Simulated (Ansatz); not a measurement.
Input and command of a calculation in Ansatz (plane waves; scalar-relativistic PAW potentials unless the input names others):

```yaml
crystal:
  lattice:
    - [2.9138466106, 0.0677795395, 0.0666070263]
    - [-1.3982245023, 2.7005159753, -0.0059635902]
    - [0.1048543988, 0.0496973537, 5.0139862605]
  atoms:
    - { symbol: Ta, position: [0.6727220902, 0.3324202913, 0.7467776409] }
    - { symbol: Ta, position: [0.3333761573, 0.66559597, 0.2528670834] }
    - { symbol: "N", position: [-0.0060982475, 0.0019837387, 0.0003552757] }
kpoints:
  mp_grid: { grid: [12, 12, 8] }
hamiltonian:
  xc: pbesol
scf:
  occupations: { method: fermi_dirac, width: 0.005 }
  algorithm: direct_min
output:
  forces: true
  eigenvalues: true
  stress: true
```

```bash
ansatz run input.yaml --threads 2 --pin off --max-ram 5120MiB --backend cpu --events-out ev --progress --plain --runs-dir out
```

Abridged log:
```
Basis set: ecut = 420 eV, 775 PW (Γ), exchange–correlation on 40×48×72 points (8 copies of the dense FFT grid, shifted against one another)
Bands: 20, of which v1, the nominal top of the filled ones, is band 16 counted from 1 (15 counted from 0)
Symmetry: 1 space group operations
k-points: 580 of 1152 (time reversal used)
SCF iter   1: F=—  HF=-19994.040697 eV  |F-HF|=—  |Δ(HF+E_count)|=         —  Δρ=9.44e-3  dr2=2.72e-2  ethr=1.77e-3  ⟨swp⟩=5.0  Hψ=46459  notcnv=0
SCF iter   2: F=—  HF=-19994.039817 eV  |F-HF|=—  |Δ(HF+E_count)|=   8.80e-4  Δρ=6.88e-3  dr2=1.76e-2  ethr=8.79e-5  ⟨swp⟩=5.0  Hψ=34929  notcnv=0  defer=174
SCF iter   3: F=—  HF=-19994.035253 eV  |F-HF|=—  |Δ(HF+E_count)|=   4.56e-3  Δρ=8.00e-4  dr2=9.01e-4  ethr=2.61e-6  ⟨swp⟩=4.6  Hψ=54201  notcnv=0  defer=614
SCF iter   4: F=—  HF=-19994.035001 eV  |F-HF|=—  |Δ(HF+E_count)|=   2.52e-4  Δρ=2.69e-4  dr2=6.46e-5  ethr=2.61e-6  ⟨swp⟩=3.7  Hψ=26308  notcnv=0  defer=166
SCF iter   5: F=—  HF=-19994.034990 eV  |F-HF|=—  |Δ(HF+E_count)|=   1.09e-5  Δρ=2.98e-5  dr2=9.60e-7  ethr=2.08e-7  ⟨swp⟩=2.4  Hψ=22764  notcnv=0  defer=121
SCF iter   6: F=—  HF=-19994.034990 eV  |F-HF|=—  |Δ(HF+E_count)|=   1.69e-7  Δρ=5.68e-6  dr2=5.43e-8  ethr=3.10e-9  ⟨swp⟩=3.1  Hψ=24596  notcnv=0  defer=28
SCF iter   7: F=-19994.034990 eV  HF=-19994.034990 eV  |F-HF|=3.99e-9  |Δ(HF+E_count)|=   1.07e-8  Δρ=3.01e-6  dr2=4.60e-9  ethr=1.75e-10  ⟨swp⟩=3.2  Hψ=24637  notcnv=0  defer=26
SCF 1 converged in 7 iterations: F = -19994.034990 eV  dr2 = 4.60e-9
  Residual-converged pass: ⟨swp⟩=3.2  Hψ=25045  notcnv=0  max |occ|·‖R‖ = 6.7e-6 eV (tolerance 6.7e-6 eV) dr2=4.67e-9  dr2_onsite=1.44e-10  max |Δocc| = 3.0e-9
SCF converged after 7 iterations
Stability not checked: this state was not tested for a lower state beside it, because a direct minimisation reached the state, and no test of it is asked (direct_minimisation; see scf.lower_state_search)
Free energy (F): -19994.034990 eV
Harris-Foulkes:  -19994.034990 eV  (|F-HF|=3.99e-9)
Internal energy: -19994.034894 eV  (E = F + TS)
E sigma→0 (E₀):  -19994.034942 eV
Entropy (-TS):   -0.000095 eV (-0.032 meV/atom)
Fermi energy:    19.855304 eV
--- Forces (eV/Å), atoms counted from 1 ---
  atom   1  Ta    -0.17340760     0.24903611    -0.63633157
  atom   2  Ta    -0.37175711    -0.16468609     0.63584060
  atom   3  N      0.54516108    -0.08434885     0.00046234
--- Stress (GPa, compression-positive) ---
       16.466876      -3.804290      -3.232376
       -3.804290     -10.034225      -7.436627
       -3.232376      -7.436626      -6.792249
  P = ⅓ Tr σ = -0.1199 GPa (-1.199 kbar)
```

Apart from outputs and empty bands, the input differs from a reference run on usual settings in hamiltonian.xc: "pbe" → "pbesol"; scf.occupations.method: "gaussian" → "fermi_dirac"; scf.occupations.width: 0.15 → 0.005; scf.algorithm: not typed → "direct_min"; basis.ecutwfc: 420 → not typed. The reference, at the same geometry (not necessarily relaxed), gave pressure 8.12 GPa, largest force 1.007 eV/Å, no gap on the mesh. This run converged in 7 SCF iterations (reference: 6) with a total energy on another zero, pressure -0.12 GPa, largest force 0.755 eV/Å, no gap on the mesh. Its k mesh, for so narrow a smearing in a metal, is looser than usual. The Hamiltonian differs as well, so the change in the result can't be put down to that alone.

Time: 75 s on 2 threads of Arm Neoverse V1, on a shared host, peak memory 1.3 GiB.